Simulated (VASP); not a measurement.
# SnO (I4/mmm) in VASP: a series of runs

One crystal, SnO, is run at these levels: r2SCAN; tasks: single point.

All numbers are computed with VASP 6.6.1; they aren't measurements. Logs are shortened: lines on timing, memory, paths and dates and some standing lists are left out, and cuts for length are marked.

**1. The cell of the first run**

It takes space group I4/mmm (No. 139, tetragonal). Conventional cell: a = 3.410 Å, b = 3.410 Å, c = 5.404 Å, α = 90.00°, β = 90.00°, γ = 90.00°. Sn (site symmetry 4/mmm) is surrounded by 6 O at 2.41 to 2.70 Å. O (site symmetry 4/mmm) is surrounded by 6 Sn at 2.41 to 2.70 Å.

The cell was built by a generator and needn't be a form met in nature.

**2. Single point, r2SCAN (epitaxial_xy strain -5.0%)**

Input file POSCAR:

```
SnO
1.0
    0.0000000000      2.4108856853      2.7021583760
    2.4108856853      0.0000000000      2.7021583760
    2.4108856853      2.4108856853      0.0000000000
Sn O
1 1
Direct
    0.0000000000      0.0000000000      0.0000000000
    0.5000000000      0.5000000000      0.5000000000
```

Input file INCAR.step1:

```
SYSTEM = SnO
  ALGO = Normal
  EDIFF = 1E-4
  ENCUT = 520
  GGA = PE
  ISMEAR = -1
  LASPH = .TRUE.
  LCHARG = .FALSE.
  LREAL = .FALSE.
  LWAVE = .TRUE.
  NBANDS = 17
  NELM = 100
  PREC = Accurate
  SIGMA = 0.02
```

Input file INCAR.step2:

```
SYSTEM = SnO
  ALGO = Normal
  EDIFF = 1E-6
  ENCUT = 520
  ISIF = 2
  ISMEAR = -1
  ISTART = 1
  LASPH = .TRUE.
  LCHARG = .FALSE.
  LMIXTAU = .TRUE.
  LREAL = .FALSE.
  LWAVE = .FALSE.
  METAGGA = R2SCAN
  NBANDS = 17
  NELM = 100
  PREC = Accurate
  SIGMA = 0.02
```

Input file KPOINTS:

```
k-points
0
G
  8 8 8
  0 0 0
```

Potentials or basis: VASP PAW PBE potentials, release 64 (Sn_d, O).

Run with:

```bash
$ cat potpaw_PBE.64/Sn_d/POTCAR potpaw_PBE.64/O/POTCAR > POTCAR
$ cp INCAR.step1 INCAR
$ mpirun -np 1 vasp_std > vasp.out
$ cp INCAR.step2 INCAR
$ mpirun -np 1 vasp_std > vasp.out
```

OUTCAR:

```text
SYSTEM = SnO
   EDIFF = 1E-6
   ENCUT = 520
   ISIF = 2
   ISMEAR = -1
   ISTART = 1
   LASPH = .TRUE.
   LREAL = .FALSE.
   METAGGA = R2SCAN
   NELM = 100
   PREC = Accurate

 ion  position               nearest neighbor table
   1  0.000  0.000  0.000-   2 2.41   2 2.41   2 2.41   2 2.41   2 2.70   2 2.70
   2  0.500  0.500  0.500-   1 2.41   1 2.41   1 2.41   1 2.41   1 2.70   1 2.70

  LATTYP: Found a body centered tetragonal cell.
 ALAT       =     3.4095072335
 C/A-ratio  =     1.5850726753

  Lattice vectors:

 A1 = (  -2.4108856853,   0.0000000000,   2.7021583760)
 A2 = (   2.4108856853,   0.0000000000,   2.7021583760)
 A3 = (   0.0000000000,   2.4108856853,  -2.7021583760)

Analysis of symmetry for initial positions (statically):
=====================================================================
 Subroutine PRICEL returns:
 Original cell was already a primitive cell.

 Routine SETGRP: Setting up the symmetry group for a
 body centered tetragonal supercell.

 Subroutine GETGRP returns: Found 16 space group operations
 (whereof 16 operations were pure point group operations)
 out of a pool of 16 trial point group operations.

The static configuration has the point symmetry D_4h.

Analysis of symmetry for dynamics (positions and initial velocities):
=====================================================================
 Subroutine PRICEL returns:
 Original cell was already a primitive cell.

 Routine SETGRP: Setting up the symmetry group for a
 body centered tetragonal supercell.

 Subroutine GETGRP returns: Found 16 space group operations
 (whereof 16 operations were pure point group operations)
 out of a pool of 16 trial point group operations.

The dynamic configuration has the point symmetry D_4h.

 Subroutine INISYM returns: Found 16 space group operations
 (whereof 16 operations are pure point group operations),
 and found     1 'primitive' translations

----------------------------------------------------------------------------------------

                                     Primitive cell

  volume of cell :      31.4119

  direct lattice vectors                    reciprocal lattice vectors
     0.000000000  2.410885685  2.702158376    -0.207392662  0.207392662  0.185037267
     2.410885685  0.000000000  2.702158376     0.207392662 -0.207392662  0.185037267
     2.410885685  2.410885685  0.000000000     0.207392662  0.207392662 -0.185037267

  length of vectors
     3.621329822  3.621329822  3.409507233     0.346788441  0.346788441  0.346788441

  position of ions in fractional coordinates (direct lattice)
     0.000000000  0.000000000  0.000000000
     0.500000000  0.500000000  0.500000000

  ion indices of the primitive-cell ions
   primitive index   ion index
                 1           1
                 2           2

----------------------------------------------------------------------------------------

 KPOINTS: k-points

Automatic generation of k-mesh.
 Grid dimensions read from file:
 generate k-points for:    8    8    8

 Generating k-lattice:

  Cartesian coordinates                     Fractional coordinates (reciprocal lattice)
    -0.025924083  0.025924083  0.023129658     0.125000000  0.000000000  0.000000000
     0.025924083 -0.025924083  0.023129658     0.000000000  0.125000000  0.000000000
     0.025924083  0.025924083 -0.023129658     0.000000000  0.000000000  0.125000000

  Length of vectors
     0.043348555  0.043348555  0.043348555

  Shift w.r.t. Gamma in fractional coordinates (k-lattice)
     0.000000000  0.000000000  0.000000000

 Subroutine IBZKPT returns following result:
 ===========================================

 Found     59 irreducible k-points:

 Following reciprocal coordinates:
            Coordinates               Weight
  0.000000  0.000000  0.000000      1.000000
  0.125000  0.000000  0.000000      8.000000
  0.250000  0.000000  0.000000      8.000000
  0.375000  0.000000  0.000000      8.000000
  0.500000  0.000000  0.000000      4.000000
  0.125000  0.125000  0.000000      2.000000
[... 16 lines left out ...]
  0.250000  0.000000  0.125000     16.000000
  0.375000  0.000000  0.125000     16.000000
 [... further k-points ...]
   k-points           NKPTS =     59   k-points in BZ     NKDIM =     59   number of bands    NBANDS=     17
   number of dos      NEDOS =    301   number of ions     NIONS =      2
   total plane-waves  NPLWV =  21952
   dimension x,y,z NGX =    28 NGY =   28 NGZ =   28
   dimension x,y,z NGXF=    56 NGYF=   56 NGZF=   56
   ions per type =               1   1
   NGX,Y,Z   is equivalent  to a cutoff of  12.85, 12.85, 13.65 a.u.
   NGXF,Y,Z  is equivalent  to a cutoff of  25.71, 25.71, 27.31 a.u.
 SYSTEM =  SnO
   PREC   = accura    normal or accurate (medium, high low for compatibility)
   ISTART =      1    job   : 0-new  1-cont  2-samecut
   ICHARG =      0    charge: 1-file 2-atom 10-const
   ISPIN  =      1    spin polarized calculation?
   LNONCOLLINEAR =      F non collinear calculations
   LSORBIT =      F    spin-orbit coupling
   LASPH  =      T    aspherical Exc in radial PAW
   ENCUT  =  520.0 eV  38.22 Ry    6.18 a.u.   6.73  6.73  6.34*2*pi/ulx,y,z
   NELM   =    100;   NELMIN=  2; NELMDL=  0     # of ELM steps
   EDIFF  = 0.1E-05   stopping-criterion for ELM
   LREAL  =      F    real-space projection
   EDIFFG = 0.1E-04   stopping-criterion for IOM
   NSW    =      0    number of steps for IOM
   IBRION =     -1    ionic relax: 0-MD 1-quasi-New 2-CG
   NFREE  =      0    steps in history (QN), initial steepest desc. (CG)
   ISIF   =      2    stress and relaxation
   ISYM   =      2    0-nonsym 1-usesym 2-fastsym
   POTIM  = 0.5000    time-step for ionic-motion
   TEBEG  =    0.0;   TEEND  =   0.0 temperature during run
   PSTRESS=    0.0 pullay stress
   NELECT =      20.0000    total number of electrons
   NUPDOWN=      -1.0000    fix difference up-down
   EMIN   =  10.00;   EMAX   =-10.00  energy-range for DOS
   EFERMI =   0.00;   METHOD = LEGACY
   ISMEAR =    -1;   SIGMA  =   0.02  broadening in eV -4-tet -1-fermi 0-gaus
   EFERMI_NEDOS =   21; number of points for ismear=-14 and -15
   IALGO  =     38    algorithm
   IMIX   =      4    mixing-type and parameters
     AMIX     =   0.40;   BMIX     =  1.00
     AMIX_MAG =   1.60;   BMIX_MAG =  1.00
  volume/ion in A,a.u.               =      15.71       105.99
  Fermi-wavevector in a.u.,A,eV,Ry     =   1.408381  2.661454 26.987659  1.983537
  Thomas-Fermi vector in A             =   2.530544
   LORBIT       =      0    0 simple, 1 ext, 2 COOP (PROOUT), +10 PAW based schemes
   METAGGA = R2SCAN    functional components
   LHFCALC =     F    Hartree Fock is set to
   AEXX    =    0.0000 exact exchange contribution
   IVDW    =     0    specifies the selected vdW correction
   LEPSILON=     F    determine dielectric tensor
   LRPA    =     F    only Hartree local field effects (RPA)
 non-spin polarized calculation
  energy-cutoff  :      520.00
  volume of cell :       31.41
 maximum number of plane-waves:       858
   NGX = 13   NGY = 13   NGZ = 13

 number of electron      20.0000005 magnetization

 Free energy of the ion-electron system (eV)
  ---------------------------------------------------
  ext. energy  EPLUGINS =         0.00000000
  ---------------------------------------------------
  free energy    TOTEN  =       -32.15578862 eV

  energy without entropy =      -32.15578862  energy(sigma->0) =      -32.15578862

 E-fermi :   8.7479     XC(G=0): -11.7209

 val. band max:        8.4309421087   @ k =  -0.2500   0.2500   0.0000
 cond. band min:       9.0925484841   @ k =   0.5000   0.0000   0.1250
 fundamental gap:      0.6616063755
 Fermi energy:         8.7479398623

 k-point     1 :       0.0000    0.0000    0.0000
  band No.  band energies     occupation
      1     -13.9969      2.00000
      2     -13.9757      2.00000
      3     -13.9514      2.00000
      4     -13.9514      2.00000
      5     -13.8403      2.00000
      6     -11.9167      2.00000
[... 9 lines left out ...]
     16      19.3480      0.00000
     17      19.3480      0.00000

 k-point     2 :       0.1250    0.0000    0.0000
  band No.  band energies     occupation
      1     -13.9911      2.00000
      2     -13.9628      2.00000
      3     -13.9502      2.00000
      4     -13.9448      2.00000
      5     -13.8491      2.00000
      6     -11.8370      2.00000
[... 9 lines left out ...]
     16      19.9747      0.00000
     17      22.0472      0.00000

 k-point     3 :       0.2500    0.0000    0.0000
  band No.  band energies     occupation
      1     -13.9889      2.00000
      2     -13.9592      2.00000
      3     -13.9328      2.00000
      4     -13.9098      2.00000
      5     -13.8660      2.00000
      6     -11.6323      2.00000
[... 9 lines left out ...]
     16      21.1303      0.00000
     17      23.8423      0.00000

 k-point     4 :       0.3750    0.0000    0.0000
  band No.  band energies     occupation
      1     -13.9917      2.00000
      2     -13.9613      2.00000
      3     -13.9333      2.00000
      4     -13.8703      2.00000
      5     -13.8610      2.00000
      6     -11.4100      2.00000
[... 9 lines left out ...]
     16      22.6592      0.00000
     17      24.1337      0.00000
[... 343 lines left out ...]
      1     -13.9655      2.00000
      2     -13.9606      2.00000
      3     -13.9506      2.00000
      4     -13.9419      2.00000
      5     -13.8708      2.00000
      6     -11.8006      2.00000
[... 9 lines left out ...]
     16      21.2852      0.00000
     17      21.7964      0.00000

 k-point    23 :       0.2500    0.0000    0.1250
  band No.  band energies     occupation
      1     -13.9676      2.00000
      2     -13.9568      2.00000
      3     -13.9331      2.00000
      4     -13.9140      2.00000
      5     -13.9044      2.00000
      6     -11.5997      2.00000
[... 9 lines left out ...]
     16      22.4160      0.00000
     17      23.5136      0.00000

 k-point    24 :       0.3750    0.0000    0.1250
  band No.  band energies     occupation
      1     -13.9795      2.00000
      2     -13.9626      2.00000
      3     -13.9555      2.00000
      4     -13.9084      2.00000
      5     -13.8573      2.00000
      6     -11.3404      2.00000
[... 9 lines left out ...]
     16      23.3212      0.00000
     17      25.2435      0.00000

 [... further k-points ...]

------------------------ aborting loop because EDIFF is reached ----------------------------------------

  FORCE on cell =-STRESS in cart. coord.  units (eV):
  Direction    XX          YY          ZZ          XY          YZ          ZX
  --------------------------------------------------------------------------------------
  -------------------------------------------------------------------------------------
  Total        1.9864572      1.9864572     -0.0033706      0.0000000      0.0000000      0.0000000
  in kB      101.3201368    101.3201368     -0.1719207      0.0000000      0.0000000      0.0000000
  external PRESSURE =      67.4894510 kB  Pullay stress =       0.0000000 kB

 VOLUME and BASIS-vectors are now :
 -----------------------------------------------------------------------------
  energy-cutoff  :      520.00
  volume of cell :       31.41
      direct lattice vectors                 reciprocal lattice vectors
     0.000000000  2.410885685  2.702158376    -0.207392662  0.207392662  0.185037267
     2.410885685  0.000000000  2.702158376     0.207392662 -0.207392662  0.185037267
     2.410885685  2.410885685  0.000000000     0.207392662  0.207392662 -0.185037267

 POSITION                                       TOTAL-FORCE (eV/Angst)
 -----------------------------------------------------------------------------------
      0.00000      0.00000      0.00000        -0.000000     -0.000000      0.000000
      2.41089      2.41089      2.70216         0.000000      0.000000     -0.000000
 -----------------------------------------------------------------------------------
    total drift:                                0.000000      0.000000      0.000000

  FREE ENERGIE OF THE ION-ELECTRON SYSTEM (eV)
  ---------------------------------------------------
  free  energy   TOTEN  =       -32.1557886231 eV

  energy  without entropy=      -32.1557886217  energy(sigma->0) =      -32.15578862
```

Run time: 1.7 min. Hardware: 1 thread of Intel Xeon Platinum 8488C (Sapphire Rapids), shared host; peak memory 0.18 GiB.

Results:

```
Free energy            : -32.1558 eV
Pressure               : 6.7 GPa
Band gap on the k mesh : 0.66 eV, indirect (least direct gap 0.92 eV)
```

Stress tensor (GPa, compression positive):
```
10.13  0.00  0.00
 0.00 10.13  0.00
 0.00  0.00 -0.02
```

Levels at points of the mesh, in eV from the valence-band top:
| k point | band 7 | band 8 | band 9 | band 10 | band 11 | band 12 | band 13 | band 14 |
| --- | --- | --- | --- | --- | --- | --- | --- | --- |
| (0.00, 0.00, 0.00) | -6.84 | -4.20 | -4.20 | -3.55 | 6.69 | 9.36 | 9.36 | 10.26 |
| (0.50, 0.00, 0.00) | -9.16 | -3.76 | -3.65 | -0.78 | 0.97 | 3.94 | 5.48 | 10.16 |
| (0.50, 0.50, 0.00) | -7.16 | -4.98 | -4.98 | -4.71 | 3.04 | 6.11 | 7.15 | 7.15 |
| (0.50, 0.00, 0.50) | -7.27 | -5.73 | -4.61 | -4.59 | 4.24 | 5.15 | 5.17 | 6.90 |

Caveat: the PAW data sets were made with another functional, which shifts forces and pressure a little; spin-orbit coupling is left out, which moves the levels of the heavy elements. A k mesh can miss the band edges.

**3. Single point, r2SCAN (epitaxial_111 strain +3.6%)**

Input file POSCAR:

```
SnO
1.0
   -0.1498499310      2.4797228489      2.4797228489
    2.4797228489     -0.1498499310      2.4797228489
    2.4797228489      2.4797228489     -0.1498499310
Sn O
1 1
Direct
    0.0000000000      0.0000000000      0.0000000000
    0.5000000000      0.5000000000      0.5000000000
```

Input file INCAR.step1:

```
PREC = Accurate
ENCUT = 520
ISMEAR = -1
SIGMA = 0.02
LREAL = F
LASPH = T
NELM = 100
NBANDS = 17
GGA = PE
ALGO = Normal
EDIFF = 1E-4
LWAVE = T
LCHARG = F
```

Input file INCAR.step2:

```
PREC = Accurate
ENCUT = 520
EDIFF = 1E-7
ISMEAR = -1
SIGMA = 0.02
LREAL = F
LASPH = T
NELM = 100
ALGO = Normal
ISIF = 2
LWAVE = F
LCHARG = F
METAGGA = R2SCAN
LMIXTAU = T
NBANDS = 17
ISTART = 1
```

Input file KPOINTS:

```
regular mesh
0
Gamma
  8 8 8
```

Potentials or basis: VASP PAW PBE potentials, release 64 (Sn_d, O).

Run with:

```bash
$ cat potpaw_PBE.64/Sn_d/POTCAR potpaw_PBE.64/O/POTCAR > POTCAR
$ cp INCAR.step1 INCAR
$ mpirun -np 1 vasp_std > vasp.out
$ cp INCAR.step2 INCAR
$ mpirun -np 1 vasp_std > vasp.out
```

Wall time 2.2 min (1 thread of Intel Xeon Platinum 8488C (Sapphire Rapids), shared host); peak memory 0.18 GiB.

Results (log left out):

- Free energy: -32.2298 eV
- Pressure: -2.3 GPa
- Band gap on the k mesh: 0.60 eV, indirect (least direct gap 0.82 eV)

Stress tensor (GPa, compression positive):
```
-2.27  1.22  1.22
 1.22 -2.27  1.22
 1.22  1.22 -2.27
```

Levels at points of the mesh, in eV from the valence-band top:
| k point | band 6 | band 7 | band 8 | band 9 | band 10 | band 11 | band 12 | band 13 | band 14 | band 15 |
| --- | --- | --- | --- | --- | --- | --- | --- | --- | --- | --- |
| (0.00, 0.00, 0.00) | -19.50 | -6.70 | -3.40 | -3.40 | -2.95 | 8.02 | 8.02 | 8.16 | 10.14 | 10.14 |
| (0.50, 0.00, 0.00) | -18.96 | -8.56 | -3.08 | -2.89 | -0.37 | 0.90 | 4.84 | 5.34 | 10.59 | 13.94 |
| (0.50, 0.50, 0.00) | -18.45 | -6.35 | -4.60 | -4.55 | -4.04 | 3.81 | 5.87 | 6.01 | 6.71 | 14.23 |
| (0.50, 0.50, 0.50) | -18.86 | -7.80 | -3.22 | -3.22 | -0.81 | 0.92 | 3.92 | 3.92 | 9.68 | 14.77 |

Caveat: the PAW data sets were made with another functional, which shifts forces and pressure a little; spin-orbit coupling is left out, which moves the levels of the heavy elements. A k mesh can miss the band edges.
